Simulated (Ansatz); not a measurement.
**Response of WC to small distortions**

```
CELL_PARAMETERS angstrom
2.90050 0.00000 0.00000
-1.45025 2.51191 0.00000
0.00000 0.00000 2.82900
ATOMIC_POSITIONS crystal
W 0.00000 0.00000 0.00000
C 0.66667 0.33333 0.50000
```

Atoms are numbered in the order listed.

The geometry is COD entry 2102244, unchecked; take it as a test cell.

Spin–orbit coupling is left out, though it moves levels of the heavy atoms by tenths of an eV or more.

These are results of DFT, PBE, PAW with Ansatz's default frozen-core files, scalar-relativistic (Ansatz 0.2.0), not measurements.

Numerical set-up: a Γ-centred 13×13×12 k mesh, Fermi–Dirac smearing of 0.05 eV, cutoff 420 eV, no spin polarisation.

The unchanged cell is at 8.39 GPa.

In a metal, stresses and small energies carry noise from the k mesh.

x, y and z are the Cartesian axes of the cell as listed; fractional coordinates follow a strain, and an engineering shear is twice the off-diagonal strain component.

Question: One change gave: energy change +25.3 meV/atom; stress change (xx, yy, zz, yz, xz, xy) 0.93, 1.18, 1.12, -9.27, -9.28, -7.34 GPa, compression positive; change of the force on W1 (0.120, 0.001, -0.055) eV/Å. Which change was it?
A. equal xy, yz and zx engineering shear strains of +3 %
B. equal xy, yz and zx engineering shear strains of -1 %
C. equal xy, yz and zx engineering shear strains of -3 %
D. equal xy, yz and zx engineering shear strains of +1 %
E. equal xy, yz and zx engineering shear strains of -2 %
F. equal xy, yz and zx engineering shear strains of +2 %

Answer: A. For equal xy, yz and zx engineering shear strains of -2 %: energy change +11.9 meV/atom; stress change (xx, yy, zz, yz, xz, xy) 0.45, 0.50, 0.55, 6.56, 6.57, 5.16 GPa, compression positive; change of the force on W1 (-0.143, 0.001, -0.026) eV/Å. For equal xy, yz and zx engineering shear strains of +1 %: energy change +2.9 meV/atom; stress change (xx, yy, zz, yz, xz, xy) 0.11, 0.12, 0.14, -3.17, -3.17, -2.43 GPa, compression positive; change of the force on W1 (0.054, 0.000, -0.006) eV/Å. For equal xy, yz and zx engineering shear strains of -3 %: energy change +27.1 meV/atom; stress change (xx, yy, zz, yz, xz, xy) 0.99, 1.19, 1.19, 9.93, 9.95, 7.98 GPa, compression positive; change of the force on W1 (-0.229, -0.001, -0.058) eV/Å. For equal xy, yz and zx engineering shear strains of -1 %: energy change +2.9 meV/atom; stress change (xx, yy, zz, yz, xz, xy) 0.12, 0.12, 0.14, 3.25, 3.25, 2.50 GPa, compression positive; change of the force on W1 (-0.067, 0.000, -0.006) eV/Å. For equal xy, yz and zx engineering shear strains of +2 %: energy change +11.4 meV/atom; stress change (xx, yy, zz, yz, xz, xy) 0.43, 0.50, 0.52, -6.27, -6.27, -4.88 GPa, compression positive; change of the force on W1 (0.094, 0.001, -0.025) eV/Å.
